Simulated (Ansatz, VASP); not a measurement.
# AlN in VASP and in Ansatz

INCAR

```
PREC = Accurate
ENCUT = 520
EDIFF = 1E-6
ISMEAR = -1
SIGMA = 0.02
LREAL = F
LASPH = T
NELM = 80
ALGO = Normal
ISIF = 2
LWAVE = F
LCHARG = T
GGA = PE
LELF = T
LVHAR = T
NBANDS = 16
```

File KPOINTS:

```
regular mesh
0
Gamma
  11 11 6
```

File POSCAR:

```
AlN
1.0
    3.1005973844      0.0000000000      0.0000000000
   -1.5502986922      2.6851961018      0.0000000000
    0.0000000000      0.0000000000      4.9613510462
Al N
2 2
Direct
    0.3333333333      0.6666666667      0.0000000000
    0.6666666667      0.3333333333      0.5000000000
    0.3333333333      0.6666666667      0.3850000000
    0.6666666667      0.3333333333      0.8850000000
```

Input for Ansatz:

```yaml
crystal:
  lattice:
    - [3.1005973844, 0.0, 0.0]
    - [-1.5502986922, 2.6851961018, 0.0]
    - [0.0, 0.0, 4.9613510462]
  atoms:
    - { symbol: Al, position: [0.3333333333, 0.6666666667, 0.0] }
    - { symbol: Al, position: [0.6666666667, 0.3333333333, 0.5] }
    - { symbol: "N", position: [0.3333333333, 0.6666666667, 0.385] }
    - { symbol: "N", position: [0.6666666667, 0.3333333333, 0.885] }
kpoints:
  mp_grid: { grid: [11, 11, 6] }
  band_path:
    path:
      - [0.0, 0.0, 0.0]
      - [0.5, 0.0, 0.0]
      - [0.3333333333, 0.3333333333, 0.0]
      - [0.0, 0.0, 0.0]
      - [0.0, 0.0, 0.5]
      - [0.5, 0.0, 0.5]
      - [0.3333333333, 0.3333333333, 0.5]
      - [0.0, 0.0, 0.5]
      - [0.5, 0.0, 0.5]
    npoints: 5
scf:
  occupations: { method: fermi_dirac, width: 0.02 }
hamiltonian:
  xc: pbe
  pseudopotentials: { kind: all_electron, lapw: { basis_error: 0.001 } }
output:
  forces: true
  stress: true
  eigenvalues: true
```

Change from the starting cell: volume scaled by 0.99.

Alike in both runs: task single point; functional PBE; k mesh 11 × 11 × 6; occupations fermi-dirac, width 0.02 eV; no spin polarisation.

|  | VASP | Ansatz |
| --- | --- | --- |
| version | VASP 6.6.1 | Ansatz 0.2.0 |
| potentials or method | VASP PAW PBE potentials, release 64 (Al, N) | all-electron LAPW, scalar-relativistic |
| plane-wave cutoff (eV) | 520 | see its input |

Ansatz gave:

| Item | Value |
| --- | --- |
| gap on the k mesh at the Fermi level (eV) | 4.25 |
| pressure (GPa) | 6.1 |
| largest component of the traceless stress (GPa) | 1.41 |
| rms of the force components (eV/Å) | 0.105 |

**Question.** Estimate VASP's values.

**Answer.** gap on the k mesh at the Fermi level (eV): 4.25; pressure (GPa): 5.9; largest component of the traceless stress (GPa): 1.38; rms of the force components (eV/Å): 0.105.

Atom by atom the forces differ by 0.000 eV/Å (rms over components). Ansatz ran all-electron here, so the differences hold the error of VASP's frozen core and of both bases.

Caveats: an odd mesh through Γ misses points on the zone boundary, where band edges often lie.
